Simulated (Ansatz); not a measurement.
Runs of Ansatz 0.2.0 on CdS. The structure is trigonal, space group P3m1 (No. 156). Conventional cell: a = 4.261 Å, b = 4.261 Å, c = 5.804 Å, α = 90.00°, β = 90.00°, γ = 120.00°. Around Cd (site symmetry 3m) lie 3 S at 2.46 Å. S (site symmetry 3m) is surrounded by 3 Cd at 2.46 Å. Measurements of this composition are mostly on another form, of space group No. 186.

```tsv
task	level	spin	cell	k mesh	cutoff (eV)	points for each segment of the path	gap on the mesh (eV)	pressure (GPa)	relaxed volume (Å³/atom)	largest force (eV/Å)
band structure	r2SCAN	SOC, no magnetisation	as given	5 × 5 × 4	500	14	1.90	-0.9	-	0.02
band structure	BLYP	off	as given	7 × 7 × 5	420	14	1.35	(c)	-	(b)
relaxation of cell and atoms	PBEsol+D3(BJ)	off	relaxed	7 × 7 × 5	420	-	none	0.0	19.62	-
band structure	r2SCAN	off	as given	7 × 7 × 5	500	14	1.91	-0.8	-	0.02
relaxation of cell and atoms	revPBE	off	relaxed	7 × 7 × 5	420	-	1.59	0.0	(a)	-
relaxation of cell and atoms	BLYP	off	relaxed	7 × 7 × 5	420	-	1.35	0.0	57.62	-
```

Alike in all rows: potentials or basis Ansatz PAW; smearing fermi-dirac 0.05 eV.

**Question.** Estimate the missing entries.

**Answer.** (a) 50.58; (b) 0.01; (c) 1.1.

Caveats: the PAW data sets come from PBE, with cores solved anew for the run's functional, which leaves a small shift of forces and pressure; the plane-wave basis is chosen anew once the cell has moved, so the energies of steps on either side of that aren't comparable (some runs); the volume moved by over 15 % at a fixed basis, so the end points are rough (some runs); odd divisions of the mesh miss points on the zone boundary, where band edges often lie, so the gap on the mesh can be too wide (some runs); pairwise dispersion overbinds metals, which lowers pressure and volume (some runs).

A k mesh can miss the band edges, and rows without SOC leave out spin-orbit coupling on Cd.

A gap of «none» marks a metal or a gap under the smearing width.

Runs at the PBE level aren't shown here.
